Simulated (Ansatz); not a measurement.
KCl built on the CsCl prototype, relaxed with r2SCAN: it is cubic, Pm-3m (No. 221); conventional cell a = 3.771 Å, 26.82 Å³ an atom. K has 8 Cl at 3.27 Å; Cl has 8 K at 3.27 Å. One-shot G0W0@r2SCAN in the plane-wave code Ansatz on a 4×4×4 mesh (contour deformation, no spin-orbit coupling), from an r2SCAN gap of 5.799 eV over the mesh points (the G0W0 gap is indirect on the mesh); the number N of bands summed and the screening cutoff rise together. No spin polarisation. The prototype was imposed, so other structures may be more stable.

```csv
N,cutoff (eV),1000/N,G0W0 gap (eV)
95,80,10.526,7.814
209,140,4.785,7.999
```

Lay a straight line in 1000/N through these rows.
The slope is -0.0322 eV per unit of 1000/N and the intercept 8.153 eV.

Predict the gap at N = 378 (210 eV).
8.153 + (-0.0322) × 2.646 = 8.068 eV; the run gives 8.091 eV, +0.023 eV from the line.

With that run's result added, what limit do the last two rows suggest?
Their slope is (8.091 − 7.999)/(2.646 − 4.785) = -0.0430, which meets 1/N = 0 at 8.20 eV, against 8.153 eV from the first line. The slope steepens, so 1/N isn't yet asymptotic and the true limit probably lies higher still; the k mesh isn't extrapolated.
